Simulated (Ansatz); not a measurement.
The system is EuS.

```
CELL_PARAMETERS angstrom
0.00000 2.97850 2.97850
2.97850 0.00000 2.97850
2.97850 2.97850 0.00000
ATOMIC_POSITIONS crystal
Eu 0.00000 0.00000 0.00000
S 0.50000 0.50000 0.50000
```

Base run:

* Program: Ansatz 0.2.0
* Functional: PBE
* Potentials or basis: Ansatz PAW
* Cutoff: 420 eV (not typed: the program's choice for these potentials)
* k mesh: 8 × 8 × 8
* Occupations: fermi-dirac, width 0.05 eV
* Spin: collinear spin, ferromagnetic start
* Starting moments: [7.0, 0.0] μB
* Hubbard terms: Eu f U = 4 eV

Its results: band gap on the k mesh 0.18 eV, indirect (least direct gap 0.47 eV); pressure 0.1 GPa; net moment 7.00 μB per cell; site moments Eu +6.85; S -0.06 μB.

Question: The run is repeated on the same cell with these changes: functional from PBE to SVWN5; hubbard terms from Eu f U = 4 eV to none; hubbard projectors from ortho-atomic (the default) to none. What comes out?

Answer: Band gap on the k mesh none (metal or under the smearing width); pressure -7.5 GPa; net moment 6.96 μB per cell; site moments Eu +6.74; S -0.05 μB.

Several settings changed at once, so the effect can't be laid on one alone.

Caveats: spin-orbit coupling is left out, which moves the levels of the heavy elements; a cell with one magnetic atom can't hold antiferromagnetic order, which such compounds often take; the magnetic or orbital state may not be the lowest (some runs); without U or exact exchange the open f shell lies at the Fermi level, which spoils levels, moments and volumes (some runs); the PAW data sets come from PBE, with cores solved anew for the run's functional, which leaves a small shift of forces and pressure (some runs).
